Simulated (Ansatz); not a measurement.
Input of an Ansatz 0.2.0 run:

input.yaml

```yaml
crystal:
  lattice:
    - [2.0, 1.1547005384, 8.44]
    - [-2.0, 1.1547005384, 8.44]
    - [0.0, -2.3094010768, 8.44]
  atoms:
    - { symbol: In, position: [0.8886, 0.8886, 0.8886] }
    - { symbol: In, position: [0.0, 0.0, 0.0] }
    - { symbol: Se, position: [0.1719, 0.1719, 0.1719] }
    - { symbol: Se, position: [0.3835, 0.3835, 0.3835] }
kpoints:
  mp_grid: { grid: [6, 6, 6] }
scf:
  occupations: { method: fermi_dirac, width: 0.04 }
hamiltonian:
  xc: pbe
  pseudopotentials: { kind: all_electron, lapw: { basis_error: 0.003 } }
output:
  forces: true
  stress: true
  eigenvalues: true
```

Potentials or basis: all-electron LAPW, scalar-relativistic.

Command:

```sh
$ ansatz run input.yaml --threads 2 --pin off --max-ram 6144MiB --backend cpu --events-out ev --progress --plain --runs-dir out
```

Question: Predict the pressure.

Answer: 2.8 GPa.

Question: Estimate the largest force.

Answer: 0.364 eV/Å.

Question: What does it give for the band gap on the k mesh?

Answer: 0.45 eV, direct.

Forces on the atoms (eV/Å):
```
In   0.000  0.000  0.364
In   0.000  0.000 -0.348
Se   0.000  0.000 -0.257
Se   0.000  0.000  0.242
```

Caveat: spin-orbit coupling is left out, which moves the levels of the heavy elements.

**What was measured.**

“The Interaction of Hydrogen with the van der Waals Crystal γ-InSe”, 2020, pmc:7321205 reports, for a bulk crystal of InSe at 300 K: band gap 1.25 eV.

Against the measured gap of InSe, 1.25 eV (300 K; “The Interaction of Hydrogen with the van der Waals Crystal γ-InSe”, 2020, pmc:7321205), the calculated 0.45 eV is off by -0.80 eV. Spin-orbit coupling on In, Se is left out. The value is that of PBE on a finite k mesh, which can miss the band edges, without temperature or zero-point motion. Semilocal functionals fall short of measured gaps as a rule.
